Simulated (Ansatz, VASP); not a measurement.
Two plane-wave programs on Na

```
Na
1.0
     3.77296    0.00000    0.00000
    -1.88648    3.26748    0.00000
     0.00000    0.00000   12.78321
Na
4
Direct
  0.66667 0.33333 0.75000
  0.00000 0.00000 0.50000
  0.33333 0.66667 0.25000
  0.00000 0.00000 0.00000
```

Change from the starting cell: volume scaled by 1.06.

Alike in both runs: task single point; functional PBE; k mesh 8 × 8 × 3; occupations fermi-dirac, width 0.05 eV; no spin polarisation.

|  | VASP | Ansatz |
| --- | --- | --- |
| version | VASP 6.6.1 | Ansatz 0.2.0 |
| potentials or method | VASP PAW PBE potentials, release 64 (Na_pv) | Ansatz PAW |
| plane-wave cutoff (eV) | 520 | 420 |
| valence electrons in the cell | 28 | 36 |

|  | VASP | Ansatz | Ansatz less VASP |
| --- | --- | --- | --- |
| gap on the k mesh at the Fermi level (eV) | none | none | - |
| pressure (GPa) | -0.4 | -0.4 | 0.00 |
| largest component of the traceless stress (GPa) | 0.57 | 0.57 | -0.003 |

A gap of «none» marks a metal or a gap that the smearing closes. The two sets of potentials don't hold the same shells in valence.
